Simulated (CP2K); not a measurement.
# Te2Mo (P6_3/mmc) in CP2K: notebook

Aim: see how the results for Te2Mo move with the level of theory and the settings. Levels: PBE, LDA. Tasks: band structure.

Everything below comes from runs of CP2K 2026.2. Logs are shortened: lines on timing, memory, paths and dates and some standing lists are left out, and cuts for length are marked.

**What was measured.**

“Broadband infrared study of pressure-tunable Fano resonance and metallization transition in 2H-MoTe2”, 2022, pmc:9569381 quotes, for a bulk crystal of Te2Mo at 300 K: band gap 0.88 ± 0.05 eV (indirect).

The results are compared with them further down.

### Step 1. Starting point

Symmetry: P6_3/mmc, No. 194, hexagonal system. The conventional cell has a = 3.518 Å, b = 3.518 Å, c = 13.974 Å, α = 90.00°, β = 90.00°, γ = 120.00°. Te (site symmetry 3m) is surrounded by 3 Mo at 2.72 Å. Around Mo (site symmetry -6m2) lie 6 Te at 2.72 Å.

### Step 2. Band structure, PBE

te2mo_bands.inp reads:

```
&GLOBAL
  PROJECT te2mo_bands
  RUN_TYPE ENERGY_FORCE
  PRINT_LEVEL LOW
&END GLOBAL
&FORCE_EVAL
  METHOD QS
  STRESS_TENSOR ANALYTICAL
  &DFT
    BASIS_SET_FILE_NAME BASIS_MOLOPT_UZH
    POTENTIAL_FILE_NAME POTENTIAL_UZH
    &MGRID
      CUTOFF 450
      REL_CUTOFF 60
      NGRIDS 5
    &END MGRID
    &QS
      METHOD GPW
      EPS_DEFAULT 1.0E-10
    &END QS
    &KPOINTS
      SCHEME MONKHORST-PACK 9 9 2
      GAMMA_CENTERED T
      SYMMETRY T
      SYMMETRY_BACKEND SPGLIB
    &END KPOINTS
    &SCF
      SCF_GUESS ATOMIC
      EPS_SCF 1.0E-6
      MAX_SCF 100
      ADDED_MOS 24
      CHOLESKY OFF
      EPS_EIGVAL 1.0E-7
      &DIAGONALIZATION ON
        ALGORITHM STANDARD
      &END DIAGONALIZATION
      &MIXING ON
        METHOD BROYDEN_MIXING
        ALPHA 0.4
        BETA 1.5
        NBUFFER 8
      &END MIXING
      &SMEAR ON
        METHOD FERMI_DIRAC
        ELECTRONIC_TEMPERATURE [K] 300.557
      &END SMEAR
    &END SCF
    &XC
      &XC_FUNCTIONAL
        &GGA_X_PBE
        &END GGA_X_PBE
        &GGA_C_PBE
        &END GGA_C_PBE
      &END XC_FUNCTIONAL
    &END XC
    &PRINT
      &KPOINTS ON
      &END KPOINTS
      &MULLIKEN ON
      &END MULLIKEN
      &MO ON
        ENERGIES T
        OCCUPATION_NUMBERS T
        &EACH
          QS_SCF 0
        &END EACH
        ADD_LAST NUMERIC
      &END MO
      &BAND_STRUCTURE
        FILE_NAME bands.bs
        ADDED_MOS 4
        &KPOINT_SET
          UNITS B_VECTOR
          NPOINTS 8
          SPECIAL_POINT GAMMA 0.00000000 0.00000000 0.00000000
          SPECIAL_POINT M 0.50000000 0.00000000 0.00000000
          SPECIAL_POINT K 0.33333333 0.33333333 0.00000000
          SPECIAL_POINT GAMMA 0.00000000 0.00000000 0.00000000
          SPECIAL_POINT A 0.00000000 0.00000000 0.50000000
          SPECIAL_POINT L 0.50000000 0.00000000 0.50000000
          SPECIAL_POINT H 0.33333333 0.33333333 0.50000000
          SPECIAL_POINT A 0.00000000 0.00000000 0.50000000
        &END KPOINT_SET
        &KPOINT_SET
          UNITS B_VECTOR
          NPOINTS 8
          SPECIAL_POINT L 0.50000000 0.00000000 0.50000000
          SPECIAL_POINT M 0.50000000 0.00000000 0.00000000
        &END KPOINT_SET
        &KPOINT_SET
          UNITS B_VECTOR
          NPOINTS 8
          SPECIAL_POINT K 0.33333333 0.33333333 0.00000000
          SPECIAL_POINT H 0.33333333 0.33333333 0.50000000
        &END KPOINT_SET
      &END BAND_STRUCTURE
    &END PRINT
  &END DFT
  &SUBSYS
    &CELL
      A 3.5182000000 0.0000000000 0.0000000000
      B -1.7591000000 3.0468505756 0.0000000000
      C 0.0000000000 0.0000000000 13.9736000000
      PERIODIC XYZ
    &END CELL
    &COORD
      Te  1.7591000002 1.0156168584 5.2959944000
      Te  -0.0000000002 2.0312337172 12.2827944000
      Te  1.7591000002 1.0156168584 1.6908056000
      Te  -0.0000000002 2.0312337172 8.6776056000
      Mo  1.7591000002 1.0156168584 10.4802000000
      Mo  -0.0000000002 2.0312337172 3.4934000000
    &END COORD
    &KIND Te
      BASIS_SET TZVP-MOLOPT-PBE-GTH-q6
      POTENTIAL GTH-PBE-q6
    &END KIND
    &KIND Mo
      BASIS_SET TZVP-MOLOPT-PBE-GTH-q14
      POTENTIAL GTH-PBE-q14
    &END KIND
    &PRINT
      &ATOMIC_COORDINATES ON
      &END ATOMIC_COORDINATES
      &CELL ON
      &END CELL
      &SYMMETRY ON
      &END SYMMETRY
    &END PRINT
  &END SUBSYS
  &PRINT
    &FORCES ON
    &END FORCES
    &STRESS_TENSOR ON
    &END STRESS_TENSOR
  &END PRINT
&END FORCE_EVAL
```

Potentials or basis: POTENTIAL_UZH Te GTH-PBE-q6, Mo GTH-PBE-q14; TZVP-MOLOPT-PBE-GTH basis.

On the command line:

```sh
> OMP_NUM_THREADS=2 cp2k.psmp -i te2mo_bands.inp -o te2mo_bands.out
```

te2mo_bands.out:

```text

 CP2K| version string:                                       CP2K version 2026.2
 CP2K| Input file name                                           te2mo_bands.inp

 GLOBAL| Force Environment number                                              1
 GLOBAL| Basis set file name                                    BASIS_MOLOPT_UZH
 GLOBAL| Potential file name                                       POTENTIAL_UZH
 GLOBAL| MM Potential file name                                     MM_POTENTIAL
 GLOBAL| Coordinate file name                                      __STD_INPUT__
 GLOBAL| Method name                                                        CP2K
 GLOBAL| Project name                                                te2mo_bands
 GLOBAL| Run type                                                   ENERGY_FORCE
 GLOBAL| FFT library                                                       FFTW3
[... 8 lines left out ...]
 GLOBAL| CPU model name                                                  UNKNOWN

 CELL| Volume [angstrom^3]:                                           149.789023
 CELL| Vector a [angstrom]:       3.518     0.000     0.000   |a| =     3.518200
 CELL| Vector b [angstrom]:      -1.759     3.047     0.000   |b| =     3.518200
 CELL| Vector c [angstrom]:       0.000     0.000    13.974   |c| =    13.973600
 CELL| Angle (b,c), alpha [degree]:                                    90.000000
 CELL| Angle (a,c), beta  [degree]:                                    90.000000
 CELL| Angle (a,b), gamma [degree]:                                   120.000000
 CELL| Numerically orthorhombic:                                              NO
 CELL| Periodicity                                                           XYZ

 CELL_REF| Volume [angstrom^3]:                                       149.789023
 CELL_REF| Vector a [angstrom     3.518     0.000     0.000   |a| =     3.518200
 CELL_REF| Vector b [angstrom    -1.759     3.047     0.000   |b| =     3.518200
 CELL_REF| Vector c [angstrom     0.000     0.000    13.974   |c| =    13.973600
 CELL_REF| Angle (b,c), alpha [degree]:                                90.000000
 CELL_REF| Angle (a,c), beta  [degree]:                                90.000000
 CELL_REF| Angle (a,b), gamma [degree]:                               120.000000
 CELL_REF| Numerically orthorhombic:                                          NO
 CELL_REF| Periodicity                                                       XYZ
[... 9 lines left out ...]
 TOTAL NUMBERS AND MAXIMUM NUMBERS

  Total number of            - Atomic kinds:                                   2
                             - Atoms:                                          6
                             - Shell sets:                                     6
                             - Shells:                                        50
                             - Primitive Cartesian functions:                 28
                             - Cartesian basis functions:                    154
                             - Spherical basis functions:                    138

  Maximum angular momentum of- Orbital basis functions:                        3
                             - Local part of the GTH pseudopotential:          2
                             - Non-local part of the GTH pseudopotential:      4
[... 132 lines left out ...]
 MO|      2              -1.941481             -52.830383               2.000000
 MO|      3              -0.995486             -27.088559               2.000000
 MO|      4              -0.995484             -27.088497               2.000000
 MO|      5              -0.994901             -27.072629               2.000000
 MO|      6              -0.994893             -27.072416               2.000000
[... 772 lines left out ...]
 MO|     49               0.808650              22.004498               0.000000
 MO|     50               0.808650              22.004499               0.000000
 MO| Sum:                                                              52.000000
 MO| E(Fermi):            0.306730 a.u.          8.346543 eV
 MO| Band gap:            0.081601 a.u.          2.220483 eV

 [... the levels of further k-points ...]

 !-----------------------------------------------------------------------------!
                     Mulliken Population Analysis

 #  Atom  Element  Kind  Atomic population                           Net charge
       1     Te       1          5.697882                              0.302118
       2     Te       1          5.697882                              0.302118
       3     Te       1          5.697882                              0.302118
       4     Te       1          5.697882                              0.302118
       5     Mo       2         14.604236                             -0.604236
       6     Mo       2         14.604236                             -0.604236
 # Total charge                             52.000000                  0.000000

 !-----------------------------------------------------------------------------!

 KPOINTS| Band Structure Calculation
 KPOINTS| Number of k-point sets                                               3
 KPOINTS| Number of added MOs/bands                                            4
 KPOINTS| Number of k-points in set    1                                      57
 KPOINTS| In units of b-vector [2pi/Bohr]
 KPOINTS| Special point     1       GAMMA     0.000000     0.000000     0.000000
 KPOINTS| Special point     2           M     0.500000     0.000000     0.000000
 KPOINTS| Special point     3           K     0.333333     0.333333     0.000000
 KPOINTS| Special point     4       GAMMA     0.000000     0.000000     0.000000
 KPOINTS| Special point     5           A     0.000000     0.000000     0.500000
 KPOINTS| Special point     6           L     0.500000     0.000000     0.500000
 KPOINTS| Special point     7           H     0.333333     0.333333     0.500000
 KPOINTS| Special point     8           A     0.000000     0.000000     0.500000
 KPOINTS| Number of k-points in set    2                                       9
 KPOINTS| In units of b-vector [2pi/Bohr]
 KPOINTS| Special point     1           L     0.500000     0.000000     0.500000
 KPOINTS| Special point     2           M     0.500000     0.000000     0.000000
 KPOINTS| Number of k-points in set    3                                       9
 KPOINTS| In units of b-vector [2pi/Bohr]
 KPOINTS| Special point     1           K     0.333333     0.333333     0.000000
 KPOINTS| Special point     2           H     0.333333     0.333333     0.500000

 ENERGY| Total FORCE_EVAL ( QS ) energy [hartree]           -168.339660023045354

 FORCES| Atomic forces [hartree/bohr]
 FORCES|   Atom     x               y               z               |f|
 FORCES|      1  3.76910203E-10 -1.84603194E-09  8.66977593E-03   8.66977593E-03
 FORCES|      2 -4.15714355E-10  1.40814686E-09  8.66977619E-03   8.66977619E-03
 FORCES|      3  4.21217849E-12 -3.64772919E-09 -8.66977197E-03   8.66977197E-03
 FORCES|      4 -4.26949000E-11  3.21052227E-09 -8.66977222E-03   8.66977222E-03
 FORCES|      5 -7.75331710E-08  4.34977515E-08 -3.98230019E-09   8.89904810E-08
 FORCES|      6  7.76104432E-08 -4.26227381E-08 -3.95875261E-09   8.86326713E-08
 FORCES| Sum    -1.47404179E-14 -7.86243793E-14 -3.99750851E-12
 FORCES| Total atomic force                                       3.99830882E-12

 STRESS| Analytical stress tensor [bar]
 STRESS|                        x                   y                   z
 STRESS|      x        5.20603609088E+04   8.01435474741E-02   1.30732954058E-07
 STRESS|      y        8.01435474741E-02   5.20605842389E+04   2.15888653790E-07
 STRESS|      z        1.30732954058E-07   2.15888653790E-07   5.66058964577E+04
 STRESS| 1/3 Trace                                             5.35756138685E+04
 STRESS| Determinant                                           1.53418553867E+14

 STRESS| Eigenvectors and eigenvalues of the analytical stress tensor [bar]
 STRESS|                        1                   2                   3
 STRESS| Eigenvalues   5.20603351254E+04   5.20606100222E+04   5.66058964577E+04
 STRESS|      x           0.951949092478      0.306256306598      0.000000000029
 STRESS|      y          -0.306256306598      0.951949092478      0.000000000047
 STRESS|      z          -0.000000000013     -0.000000000054      1.000000000000
```

Wall time 35 s (2 threads of Arm Neoverse V2, shared host); peak memory 0.61 GiB.

What came out:

* Free energy: -4580.7551 eV
* Pressure: 5.4 GPa
* Largest force: 0.446 eV/Å
* Band gap on the k mesh: 0.78 eV, indirect (least direct gap 1.04 eV)
* Band gap along the path: 0.72 eV, indirect (least direct gap 1.04 eV)
* Mulliken charges: Te +0.30; Mo -0.60 e

Forces on the atoms (eV/Å):
```
Te   0.000  0.000  0.446
Te   0.000  0.000  0.446
Te   0.000  0.000 -0.446
Te   0.000  0.000 -0.446
Mo   0.000  0.000  0.000
Mo   0.000  0.000  0.000
```

Stress tensor (GPa, compression positive):
```
5.21 0.00 0.00
0.00 5.21 0.00
0.00 0.00 5.66
```

Levels at the corners of the path, in eV from the valence-band top:
```csv
point,band 22,band 23,band 24,band 25,band 26,band 27,band 28,band 29,band 30,band 31
Γ,-1.08,-1.05,-1.05,-0.36,0.00,2.87,2.87,2.99,2.99,3.07
M,-1.85,-1.02,-0.95,-0.63,-0.35,1.28,1.34,1.44,1.77,2.59
K,-3.18,-1.89,-1.89,-0.29,-0.07,0.97,0.97,1.14,2.16,2.31
Γ,-1.08,-1.05,-1.05,-0.36,0.00,2.87,2.87,2.99,2.99,3.07
A,-1.07,-1.07,-1.07,-0.09,-0.09,2.90,2.90,2.90,2.90,3.23
L,-1.98,-0.96,-0.96,-0.49,-0.49,1.31,1.31,1.62,1.62,3.04
H,-2.80,-2.06,-2.06,-0.20,-0.20,0.98,0.98,1.61,1.61,2.39
A,-1.07,-1.07,-1.07,-0.09,-0.09,2.90,2.90,2.90,2.90,3.23
L,-1.98,-0.96,-0.96,-0.49,-0.49,1.31,1.31,1.62,1.62,3.04
M,-1.85,-1.02,-0.95,-0.63,-0.35,1.28,1.34,1.44,1.77,2.59
K,-3.18,-1.89,-1.89,-0.29,-0.07,0.97,0.97,1.14,2.16,2.31
H,-2.80,-2.06,-2.06,-0.20,-0.20,0.98,0.98,1.61,1.61,2.39
```

Caveat: Mulliken charges move with the basis; spin-orbit coupling is left out, which moves the levels of the heavy elements; this functional lacks dispersion, which binds the layers, so the pressure and a relaxed spacing across them are unreliable; the basis of atomic orbitals isn't converged, which shifts pressures, moduli and gaps.

### Step 3. Band structure, LDA

te2mo_bands.inp, as its differences from that of step 2:

```diff
@@ -10,3 +10,3 @@
     BASIS_SET_FILE_NAME BASIS_MOLOPT_UZH
-    POTENTIAL_FILE_NAME POTENTIAL_UZH
+    POTENTIAL_FILE_NAME GTH_POTENTIALS
     &MGRID
@@ -14,3 +14,3 @@
       REL_CUTOFF 60
-      NGRIDS 5
+      NGRIDS 4
     &END MGRID
@@ -18,3 +18,3 @@
       METHOD GPW
-      EPS_DEFAULT 1.0E-10
+      EPS_DEFAULT 1.0E-9
     &END QS
@@ -44,3 +44,3 @@
         METHOD FERMI_DIRAC
-        ELECTRONIC_TEMPERATURE [K] 300.557
+        ELECTRONIC_TEMPERATURE 300.56
       &END SMEAR
@@ -49,6 +49,6 @@
       &XC_FUNCTIONAL
-        &GGA_X_PBE
-        &END GGA_X_PBE
-        &GGA_C_PBE
-        &END GGA_C_PBE
+        &LDA_X
+        &END LDA_X
+        &LDA_C_PW
+        &END LDA_C_PW
       &END XC_FUNCTIONAL
@@ -70,6 +70,6 @@
         FILE_NAME bands.bs
-        ADDED_MOS 4
+        ADDED_MOS 6
         &KPOINT_SET
           UNITS B_VECTOR
-          NPOINTS 8
+          NPOINTS 6
           SPECIAL_POINT GAMMA 0.00000000 0.00000000 0.00000000
@@ -85,3 +85,3 @@
           UNITS B_VECTOR
-          NPOINTS 8
+          NPOINTS 6
           SPECIAL_POINT L 0.50000000 0.00000000 0.50000000
@@ -91,3 +91,3 @@
           UNITS B_VECTOR
-          NPOINTS 8
+          NPOINTS 6
           SPECIAL_POINT K 0.33333333 0.33333333 0.00000000
@@ -100,5 +100,4 @@
     &CELL
-      A 3.5182000000 0.0000000000 0.0000000000
-      B -1.7591000000 3.0468505756 0.0000000000
-      C 0.0000000000 0.0000000000 13.9736000000
+      ABC 3.5182000000 3.5182000000 13.9736000000
+      ALPHA_BETA_GAMMA 90.0000000000 90.0000000000 120.0000000000
       PERIODIC XYZ
@@ -106,8 +105,9 @@
     &COORD
-      Te  1.7591000002 1.0156168584 5.2959944000
-      Te  -0.0000000002 2.0312337172 12.2827944000
-      Te  1.7591000002 1.0156168584 1.6908056000
-      Te  -0.0000000002 2.0312337172 8.6776056000
-      Mo  1.7591000002 1.0156168584 10.4802000000
-      Mo  -0.0000000002 2.0312337172 3.4934000000
+      SCALED
+      Te  0.6666666667 0.3333333333 0.3790000000
+      Te  0.3333333333 0.6666666667 0.8790000000
+      Te  0.6666666667 0.3333333333 0.1210000000
+      Te  0.3333333333 0.6666666667 0.6210000000
+      Mo  0.6666666667 0.3333333333 0.7500000000
+      Mo  0.3333333333 0.6666666667 0.2500000000
     &END COORD
@@ -115,3 +115,3 @@
       BASIS_SET TZVP-MOLOPT-PBE-GTH-q6
-      POTENTIAL GTH-PBE-q6
+      POTENTIAL GTH-PADE-q6
     &END KIND
@@ -119,3 +119,3 @@
       BASIS_SET TZVP-MOLOPT-PBE-GTH-q14
-      POTENTIAL GTH-PBE-q14
+      POTENTIAL GTH-PADE-q14
     &END KIND
```

Potentials or basis: GTH_POTENTIALS Te GTH-PADE-q6, Mo GTH-PADE-q14; TZVP-MOLOPT-PBE-GTH basis.

On the command line:

```sh
> OMP_NUM_THREADS=2 cp2k.psmp -i te2mo_bands.inp -o te2mo_bands.out
```

Run time: 30 s. Hardware: 2 threads of Arm Neoverse V2, shared host; peak memory 0.56 GiB.

It converged, with:

```
Free energy             : -4611.4550 eV
Pressure                : -1.4 GPa
Largest force           : 0.047 eV/Å
Band gap on the k mesh  : 0.75 eV, indirect (least direct gap 1.04 eV)
Band gap along the path : 0.75 eV, indirect (least direct gap 1.04 eV)
Mulliken charges        : Te +0.58; Mo -1.16 e
```

Forces on the atoms (eV/Å):
```
Te   0.000  0.000 -0.047
Te   0.000  0.000 -0.047
Te   0.000  0.000  0.047
Te   0.000  0.000  0.047
Mo   0.000  0.000  0.000
Mo   0.000  0.000  0.000
```

Stress tensor (GPa, compression positive):
```
-1.55  0.00  0.00
 0.00 -1.55  0.00
 0.00  0.00 -1.05
```

Levels at the corners of the path, in eV from the valence-band top:
| point | band 24 | band 25 | band 26 | band 27 | band 28 | band 29 |
| --- | --- | --- | --- | --- | --- | --- |
| Γ | -1.06 | -0.40 | 0.00 | 2.85 | 2.85 | 2.97 |
| M | -0.97 | -0.68 | -0.40 | 1.27 | 1.33 | 1.42 |
| K | -1.91 | -0.31 | -0.09 | 0.95 | 0.95 | 1.11 |
| Γ | -1.06 | -0.40 | 0.00 | 2.85 | 2.85 | 2.97 |
| A | -1.08 | -0.10 | -0.10 | 2.88 | 2.88 | 2.88 |
| L | -0.99 | -0.54 | -0.54 | 1.30 | 1.30 | 1.61 |
| H | -2.07 | -0.22 | -0.22 | 0.96 | 0.96 | 1.59 |
| A | -1.08 | -0.10 | -0.10 | 2.88 | 2.88 | 2.88 |
| L | -0.99 | -0.54 | -0.54 | 1.30 | 1.30 | 1.61 |
| M | -0.97 | -0.68 | -0.40 | 1.27 | 1.33 | 1.42 |
| K | -1.91 | -0.31 | -0.09 | 0.95 | 0.95 | 1.11 |
| H | -2.07 | -0.22 | -0.22 | 0.96 | 0.96 | 1.59 |

Caveat: Mulliken charges move with the basis; spin-orbit coupling is left out, which moves the levels of the heavy elements; the basis of atomic orbitals isn't converged, which shifts pressures, moduli and gaps.

### Step 4. Against experiment

Step 2. Against the measured gap of Te2Mo, 0.88 eV (indirect; 300 K; quoted in “Broadband infrared study of pressure-tunable Fano resonance and metallization transition in 2H-MoTe2”, 2022, pmc:9569381), the calculated 0.72 eV is off by -0.16 eV. Spin-orbit coupling on Mo, Te is left out. The value is that of PBE in an atomic basis (POTENTIAL_UZH Te GTH-PBE-q6, Mo GTH-PBE-q14; TZVP-MOLOPT-PBE-GTH basis), whose error adds to the functional's,, without temperature or zero-point motion. Semilocal functionals fall short of measured gaps as a rule.

Step 3. Measured gap of Te2Mo: 0.88 eV (indirect; 300 K; quoted in “Broadband infrared study of pressure-tunable Fano resonance and metallization transition in 2H-MoTe2”, 2022, pmc:9569381). This calculation gives 0.75 eV (-0.13 eV). Spin-orbit coupling on Mo, Te is left out. The value is that of LDA in an atomic basis (GTH_POTENTIALS Te GTH-PADE-q6, Mo GTH-PADE-q14; TZVP-MOLOPT-PBE-GTH basis), whose error adds to the functional's,, without temperature or zero-point motion. Semilocal functionals fall short of measured gaps as a rule.
